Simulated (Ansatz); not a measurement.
System: Hf (fcc type), 1 atom in the cell.

Method: Ansatz 0.2.0 development build, PBE, all-electron LAPW, point nucleus.

k-mesh 4×4×4 Γ-centred; Fermi–Dirac smearing of 0.15 eV; no spin polarisation; no spin–orbit coupling.

```
Hf
1.0
     0.00000    2.24400    2.24400
     2.24400    0.00000    2.24400
     2.24400    2.24400    0.00000
Hf
1
Direct
  0.00000 0.00000 0.00000
```

**Question.** Is the cell under compression or tension, and by how much?

**Answer.** The pressure is 0.31 GPa, so at these settings the cell is compressed and would expand.

The k-mesh is coarse, so these values belong to this mesh and can lie far from the converged ones. This cubic structure is a model: it isn't the usual form of the substance at ambient conditions, and such phases are metastable or hypothetical.
